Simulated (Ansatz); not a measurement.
MnO under changes of volume

One of the cells (10.999 Å³/atom); the others are scaled copies at fixed shape and fractional positions:

```xyz
2
Lattice="0.0000 2.2239 2.2239 2.2239 0.0000 2.2239 2.2239 2.2239 0.0000" Properties=species:S:1:pos:R:3 pbc="T T T"
Mn    0.0000    0.0000    0.0000
O     2.2239    2.2239    2.2239
```

The cell is a database's computed one.

- Program: Ansatz 0.2.0
- Functional: PBEsol
- Potentials or basis: all-electron LAPW, scalar-relativistic
- Cutoff: 324 eV (chosen from the basis error)
- Basis error allowed: 0.001 eV/atom
- k mesh: 10 × 10 × 10
- Occupations: fermi-dirac, width 0.05 eV
- Spin: collinear spin, ferromagnetic start
- Starting moments: [4.0, 0.0] μB

| volume (Å³/atom) | energy over the lowest point (meV/atom) | pressure (GPa) | moment (μB per cell) |
| --- | --- | --- | --- |
| 10.339 | 0.00 | -2.1 | 4.53 |
| 10.559 | 4.32 | -4.1 | 4.61 |
| 10.779 | 11.26 | -5.8 | 4.68 |
| 10.999 | 19.58 | -7.1 | 4.77 |
| 11.219 | 30.33 | -9.2 | 4.80 |
| 11.439 | 44.45 | -11.2 | 4.82 |
| 11.659 | ? | ? | ? |

Problem. What does the run at 11.659 Å³/atom give?

Solution. Energy over the lowest point 60.86 meV/atom; pressure -12.7 GPa; moment 4.86 μB per cell.

Worked out: A Birch-Murnaghan fit of order 3 (a polynomial in V^(-2/3)) to the other rows has no minimum within the range. It gives 61.16 meV/atom at 11.659 Å³/atom, against the run's 60.86, and -dE/dV = -13.4 GPa, against -12.7. A parabola through the other rows of the moment, of slope 0.0127 μB per Å³/atom there, extrapolates to 4.84 μB, against the run's 4.86.

Energies are extrapolated to zero smearing.

Caveats: a cell with one magnetic atom can't hold antiferromagnetic order, which such compounds often take.
